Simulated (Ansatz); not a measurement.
Crystal: Cu.

```
Cu
1.0
    -0.00443    1.78843    1.83853
     1.82291   -0.01749    1.85160
     1.78282    1.76140    0.02260
Cu
1
Direct
  0.00000 0.00000 0.00000
```

The cell isn't the ideal one: cell sheared at random, sigma 0.01, atoms nudged by 0.01 Å.

* Program: Ansatz 0.2.0
* Task: relaxation of cell and atoms
* Functional: LDA
* Potentials or basis: Ansatz PAW
* Cutoff: 420 eV (not typed: the program's choice for these potentials)
* k mesh: 13 × 12 × 13
* Occupations: fermi-dirac, width 0.05 eV
* Spin: no spin polarisation

At the start: volume 11.81 Å³/atom.

How do energy, volume and symmetry change on relaxing?

It ends after 7 steps and the volume is 10.89 Å³/atom (-7.8 %); space group Fm-3m (No. 225, to 0.05 Å).

Step by step:
```csv
step,energy change (eV),largest force (eV/Å),volume (Å³)
1,0.0000,0.0000,11.81
2,-0.0320,0.0000,11.30
3,-0.0419,0.0000,10.79
4,-0.0424,0.0000,10.88
5,-0.0418,0.0000,10.88
6,-0.0418,0.0000,10.89
7,-0.0418,0.0000,10.89
```

Final structure:
```
Cu
1.0
     0.00255    1.75147    1.75718
     1.76729   -0.00768    1.76727
     1.75714    1.75150    0.00254
Cu
1
Direct
  0.00000 0.00000 0.00000
```

Caveat: the plane-wave basis is chosen anew once the cell has moved, so the energies of steps on either side of that aren't comparable; the PAW data sets come from PBE, with cores solved anew for the run's functional, which leaves a small shift of forces and pressure.
